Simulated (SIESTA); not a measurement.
TaN:

```xyz
2
Lattice="0.0000 2.2113 2.2113 2.2113 0.0000 2.2113 2.2113 2.2113 0.0000" Properties=species:S:1:pos:R:3 pbc="T T T"
Ta    2.2113    2.2113    2.2113
N     0.0000    0.0000    0.0000
```

The cell comes from a database or a generator and needn't be the stable form of this composition.

Base run:

| Quantity | Value |
| --- | --- |
| Program | SIESTA 5.4.2 |
| Functional | PBE |
| Potentials or basis | PseudoDojo 0.4 standard (PBE files) |
| Basis | SZ (energy shift 0.002 Ry) |
| Grid cutoff | 800 Ry |
| Energy shift | 0.002 Ry |
| k mesh | 10 × 10 × 10 |
| Occupations | fermi-dirac, width 0.05 eV |
| Spin | no spin polarisation |

Its results: band gap on the k mesh none (metal or under the smearing width); pressure 5.1 GPa.

Q: The run is repeated on the same cell with these changes: basis from SZ (energy shift 0.002 Ry) to DZP (energy shift 0.002 Ry). What comes out?

A: Band gap on the k mesh none (metal or under the smearing width); pressure 6.7 GPa.

Caveats: the basis of atomic orbitals isn't converged, which shifts pressures, moduli and gaps; the basis has no polarisation orbitals (some runs); short orbitals over semicore shells can move pressures by several GPa (some runs); semicore shells carry a single zeta, which can move pressures by several GPa and volumes by a few percent (some runs).

Not every run made on this cell is shown here.
